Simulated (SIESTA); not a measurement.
BAs:

```
CELL_PARAMETERS angstrom
0.00000 2.38850 2.38850
2.38850 0.00000 2.38850
2.38850 2.38850 0.00000
ATOMIC_POSITIONS crystal
As 0.75000 0.75000 0.75000
B 0.00000 0.00000 0.00000
```

Program: SIESTA 5.4.2. Alike in all runs: task band structure; no spin polarisation; cell as given; k mesh 10 × 10 × 10; smearing fermi-dirac 0.05 eV; grid cutoff 500 Ry; energy shift 0.003 Ry.

Question: Order these runs on this cell by their pressure, lowest first.
A. level vdW-DF-cx; potentials or basis PseudoDojo 0.4 standard (PBE files), DZP (energy shift 0.003 Ry; two zetas on semicore shells)
B. level BLYP; potentials or basis PseudoDojo 0.4 standard (PBE files), DZP (energy shift 0.003 Ry; two zetas on semicore shells)
C. level AM05; potentials or basis PseudoDojo 0.4 standard (PBEsol files), DZP (energy shift 0.003 Ry; two zetas on semicore shells)

Answer: C (1.1 GPa), A (2.7 GPa), B (10.2 GPa).

Caveats: the potentials were made for another functional, which shifts forces and pressure; the basis of atomic orbitals isn't converged, which shifts pressures, moduli and gaps.
